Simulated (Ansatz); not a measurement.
**Levels at Γ against strain in KCl**

```xyz
2
Lattice="3.6340 0.0000 0.0000 0.0000 3.6340 0.0000 0.0000 0.0000 3.6340" Properties=species:S:1:pos:R:3 pbc="T T T"
K     0.0000    0.0000    0.0000
Cl    1.8170    1.8170    1.8170
```

Atom numbers follow the list: K1, Cl2.

The cell is COD entry 1000050, as deposited and not checked against the literature; nothing was relaxed.

The calculation used Ansatz 0.2.0, DFT, PBE, all-electron LAPW, scalar-relativistic.

Sampling and basis: a Γ-centred 7×7×7 k mesh, Fermi–Dirac smearing of 0.02 eV, basis error target 0.5 meV/atom, no spin polarisation.

The strain is applied along the Cartesian axes of the cell as listed (the other components stay zero). Fractional coordinates are held (clamped ions).

The valence-band top of this crystal doesn't lie at Γ but 0.23 eV above the top filled level there.

Only quantities that a quadratic follows smoothly over the whole series are listed; rougher ones are left out.

```
    εzz  direct gap at Γ, from the mean of the top three filled levels (eV)  singlet less doublet of the top filled triplet at Γ (eV)
-0.0300                                                               5.957                                                     0.205
-0.0200                                                               5.915                                                     0.133
-0.0100                                                               5.867                                                     0.065
 0.0000                                                               5.813                                                     0.000
 0.0200                                                               5.694                                                    -0.122
 0.0300                                                               5.631                                                    -0.179
```

Question: Fit the series and give the slopes at zero strain.

Answer: Least-squares fits y = p0 + p1 x + p2 x² to the rows give direct gap at Γ, from the mean of the top three filled levels (eV): p1 = -5.47, p2 = -22; singlet less doublet of the top filled triplet at Γ (eV): p1 = -6.39, p2 = 15. Without spin–orbit coupling the singlet lies 3b(εzz − εxx) above the doublet in the usual convention, so the shear deformation potential is b = -2.13 eV.

Question: One run, at εzz = 0.0100, is withheld. Predict its row.

Answer: The fits give 5.757, -0.063; the run gave 5.756, -0.062.
